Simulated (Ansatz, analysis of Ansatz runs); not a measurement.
# Local vibrational mode of the B-H pair in alpha-quartz (LDA), part 2 of 2

Aim: the local vibrational mode of the B-H pair in alpha-quartz, to be set beside the measurement. Set-up: LDA, 72-site cell, LDA lattice, 420 eV, k: the single point 1/4 1/4 1/4. The model is a cell of 72 host atoms with B put on another atom's site and H put in between. The frequencies come from force constants among the defect atom and its neighbours, with the masses of the isotopes named. A local or semilocal functional is the cheapest first rung.

Ansatz 0.2.0; LDA, 72-site cell, LDA lattice, 420 eV, k: the single point 1/4 1/4 1/4.

So far: Set-up; Relaxation, charge 0.

**2. Relaxation, charge 0 (continued)**

Level of this step: plane-wave PAW DFT, LDA; relaxation of all atoms of a defect supercell (Ansatz).

Relaxation path:

```tsv
step	energy less that of the first step (eV)	largest force component (eV/Å)
1	0.0000	6.9042
2	-2.5516	3.3720
3	-3.6117	1.3125
4	-3.7844	1.5056
5	-3.8998	0.2690
6	-4.0027	0.3905
7	-4.0848	0.5582
8	-4.1665	1.7726
9	-4.3035	0.3688
10	-4.3450	0.3463
11	-4.3491	0.5736
12	-4.4036	0.1744
13	-4.4209	0.1214
14	-4.4307	0.0885
15	-4.4320	0.0336
16	-4.4321	0.0340
17	-4.4323	0.0653
18	-4.4325	0.0085
19	-4.4325	0.0084
```

The atoms that moved most (Å, from the sites as typed, ahead of the random displacement, the mean shift of all atoms taken out):

```tsv
atom	dx	dy	dz	length
H73	-1.093	-1.126	-0.297	1.597
O4	-0.263	-0.050	0.163	0.313
O63	0.244	0.085	-0.083	0.272
O16	0.042	0.211	-0.010	0.216
O31	0.141	0.139	-0.050	0.204
O26	0.059	-0.176	-0.006	0.186
O15	-0.172	0.017	-0.010	0.173
O62	0.125	-0.068	0.096	0.171
```

Neighbours of the ideal centre at the end:

```tsv
atom	distance (Å)
B12	0.945
O4	1.360
O15	1.675
O9	1.719
O16	1.750
H73	1.888
Si1	2.656
Si19	2.961
```

Neighbours of the added atoms: H73: O4 0.99, O63 1.95, Si1 2.22 Å.

Read from the output:

```yaml
free_energy: -40900.5958 eV
```

The relaxation ends 61 meV an atom lower than the displaced start, with a largest force component of 0.0084 eV/Å.

**3. Local vibrational modes**

A local mode lives on the defect and the atoms next to it, so only the sites listed in the input are displaced, which costs far fewer SCF runs than the whole cell would.

This step: plane-wave PAW DFT, LDA; finite-displacement force constants among the atoms nearest to a defect, the others at rest.

Contents of modes/input.yaml:

```yaml
crystal:
  lattice:
    - [9.73644242, 0.0, 0.0]
    - [-4.86822121, 8.43200648, 0.0]
    - [0.0, 0.0, 10.73317395]
  atoms:
    - { symbol: Si, position: [0.219852152, -0.010877769, 0.334072849] }
    - { symbol: Si, position: [0.001311241, 0.240185936, 0.167259711] }
[... 1 atom line left out ...]
    - { symbol: O, position: [0.166477188, 0.111123499, 0.3877703] }
[... 3 atom lines left out ...]
    - { symbol: O, position: [0.072481836, 0.359766057, 0.283819886] }
    - { symbol: O, position: [0.299160205, 0.424404055, 0.451599808] }
[... 1 atom line left out ...]
    - { symbol: Si, position: [0.010660429, 0.24575955, 0.667295335] }
    - { symbol: B, position: [0.284339494, 0.30950704, 0.53250229] }
[... 2 atom lines left out ...]
    - { symbol: O, position: [0.415547857, 0.29608596, 0.555060271] }
    - { symbol: O, position: [0.154634058, 0.230391766, 0.609391681] }
[... 2 atom lines left out ...]
    - { symbol: Si, position: [0.238881545, 0.493121693, 0.342179421] }
[... 7 atom lines left out ...]
    - { symbol: O, position: [0.29022749, 0.928479731, 0.443486174] }
[... 19 atom lines left out ...]
    - { symbol: Si, position: [0.489209825, 0.235485949, 0.661794625] }
[... 25 atom lines left out ...]
    - { symbol: H, position: [0.054417669, 0.060202836, 0.414118843] }
basis:
  ecutwfc: 420
  xc_grid: 2
hamiltonian:
  xc: lda
kpoints:
  mp_grid: { grid: [1, 1, 1], shift: [0.25, 0.25, 0.25] }
scf:
  occupations: { method: fermi_dirac, width: 0.01 }
  max_iter: 120
output: {}
checkpoint:
  read: "../relax.run"
phonons:
  supercell: [1, 1, 1]
  displaced_sites: [0, 3, 15, 62, 72]
```

Run with:

```
$ ansatz run input.yaml --threads 2 --pin off --max-ram 3768MiB --backend cpu --events-out ev --progress --plain --runs-dir out
```

Numbers of over 12 decimals in the logs are rounded to 6 here.

Output:

```text
[...]
Crystal: 73 atoms, lattice volume = 881.169 Å³
Basis set: ecut = 420 eV, 17231 PW (Γ), exchange–correlation on 144×144×144 points (8 copies of the dense FFT grid, shifted against one another)
Bands: 265, of which v1, the nominal top of the filled ones, is band 192 counted from 1 (191 counted from 0)
Symmetry: 1 space group operations
k-points: 1
[...]
SCF iter   4: F=-40900.595831 eV  HF=-40900.595831 eV  |F-HF|=2.18e-11  |Δ(HF+E_count)|=  9.68e-10  Δρ=7.16e-8  dr2=3.54e-11  ethr=1.00e-12  ⟨swp⟩=3.0  Hψ=1055  notcnv=0
SCF 1 converged in 4 iterations: F = -40900.595831 eV  dr2 = 3.54e-11
[...]
SCF 2 converged in 9 iterations: F = -40900.595732 eV  dr2 = 8.17e-13
[...]
SCF 3 converged in 4 iterations: F = -40900.595733 eV  dr2 = 3.30e-12
[...]
symmetry images taken by strict's conditions (phonons.symmetry_images: auto; settled by no image being taken that strict refuses)
  force constants formed among 5 of 73 sites (Si 0, O 3, O 15, O 62, H 72); the other 68 at rest. The modes move the named sites alone.
  the frequencies, the zero-point energy and the sums are of the block with the acoustic sum rule laid on its rows. Row sums over every site: 1.5e-4 eV/Å² at the most
  transpose residual: 4.9e-4 eV/Å²
  largest component of a force at the reference: 8.5e-3 eV/Å on a named site, 6.6e-3 eV/Å on a site at rest
  frequencies among the named sites at Γ of the cell (cm⁻¹): 232.18 277.87 310.21 320.28 394.18 469.11 475.97 550.86 671.29 677.70 916.84 935.29 1014.80 1018.90 3439.11
  unstable modes among the named sites: 0
  frequencies as built, with no sum rule (cm⁻¹): 232.18 277.88 310.21 320.28 394.18 469.12 475.97 550.85 671.29 677.70 916.83 935.29 1014.79 1018.90 3439.11
  zero-point energy: 0.725593 eV/cell   skipped modes (ω ≤ 0): 0
  not written: the harmonic force-constant file, the file of eigenvectors (these modes' are written with the force constants), the density of states and the dispersion, which are of every site
[key lines of the parts left out:]
SCF converged after 4 iterations
Free energy (F): -40900.595831 eV
Fermi energy:    5.741474 eV
```

The job ended after 9 min (2 threads of Arm Neoverse V2, shared host; peak memory 1.4 GiB; 18 min of CPU time).

This step gave:

```yaml
free_energy: -40900.5958 eV
```

The modes with the largest weight on the probed atoms (the light atom of a pair), for the masses of each isotope. Modes of the displaced atoms (local only where they lie over the host's phonons):

```tsv
isotopes	mode (cm⁻¹)	share of the defect atoms
H	3439	0.94
H	1015	0.599
H	550.9	0.893
D	2506	0.884
D	771.7	0.539
D	403.9	0.68
```

**4. Summary of results**

| Item | Value |
| --- | --- |
| distance from the defect atom to its nearest neighbour | 0.988 Å |
| O-H stretch, 1H | 3439 cm⁻¹ |
| time of the whole chain | 15 min on 2 threads |

What this shows: O-H stretch, 1H: computed 3439 cm⁻¹, measured 3595 cm⁻¹; 156 cm⁻¹ (4 %) below the measurement. The computed value is harmonic, while the measured line is the anharmonic fundamental, which for X–H stretches usually lies a few per cent lower. Only the named neighbours move, so modes near the host's band are approximate.

[Logs are printed without paths, hosts, clocks, repeated set-up lines and the standing remarks that a program may print on its own settings, such as how far it seeks lower states.]

[Hosts, paths, dates, database ids (printed as entryN), source tags and the programs' standing remarks are cut or masked in the printed files.]

[For some hosts the program warned that the k-mesh of the response run may be too coarse for force constants and the static dielectric constant; such warnings are not shown here.]
